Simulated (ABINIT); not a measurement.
Input of an ABINIT 10.8.3 (patched build) run:

Contents of run.py:

```python
import json, os
import numpy as np
from ase.eos import EquationOfState
from ase.units import GPa
from ase.calculators.mixing import SumCalculator
from dftd4.ase import DFTD4
from ase.calculators.abinit import Abinit, AbinitProfile
from ase import Atoms

atoms = Atoms(['W'],
              cell=[[-1.582345, 1.582345, 1.582345], [1.582345, -1.582345, 1.582345], [1.582345, 1.582345, -1.582345]],
              scaled_positions=[[0.0, 0.0, 0.0]],
              pbc=True)

profile = AbinitProfile(command='abinit', pp_paths=[os.path.abspath('pseudos')])
params = dict(
    pps='pawxml', xc='PBE',
    ecut=408.1708,
    pawecutdg=816.3416,
    kptopt=1,
    ngkpt=[12, 12, 12],
    nshiftk=1,
    shiftk=[0.0, 0.0, 0.0],
    ixc=-106131,
    nband=11,
    occopt=3,
    tsmear=0.05,
    nstep=100,
    tolvrs=1e-09,
    prtwf=0,
    prtden=0,
)

cell0 = atoms.cell.copy()
volumes, energies = [], []
for i, x in enumerate([0.94, 0.96, 0.98, 1.0, 1.02, 1.04, 1.06]):
    atoms.set_cell(cell0 * x ** (1 / 3), scale_atoms=True)
    atoms.calc = SumCalculator([Abinit(profile=profile, directory=f'v{i}', **params), DFTD4(method='blyp')])
    volumes.append(atoms.get_volume() / len(atoms))
    dft, disp = atoms.calc.mixer.calcs
    energies.append((dft.get_property('free_energy', atoms) + disp.get_property('energy', atoms)) / len(atoms))
    print(f'{x:5.2f} {volumes[-1]:10.5f} A^3/atom {energies[-1]:14.6f} eV/atom', flush=True)
    json.dump(dict(volumes=volumes, energies=energies), open('results.json', 'w'))
v0, e0, b0 = EquationOfState(volumes, energies, eos='birchmurnaghan').fit()
print(f'V0 {v0:.4f} A^3/atom  E0 {e0:.6f} eV/atom  B0 {b0 / GPa:.2f} GPa')
```

Potentials or basis: JTH PAW PBE v2.0.

Command:

```bash
$ python run.py
```

(1) Predict the pressure derivative of the bulk modulus.

(2) Estimate the equilibrium volume.

Results:

(1) 4.2 (rough: it moves with the points fitted).

(2) 15.98 Å³/atom.

Caveat: the cutoff is too short for stress, so the log's stress isn't used; pressures at fixed basis lie under the slope of the energies; the log and the count of SCF iterations are those of the last ABINIT call alone; the PAW data sets were made with another functional, which shifts forces and pressure a little.
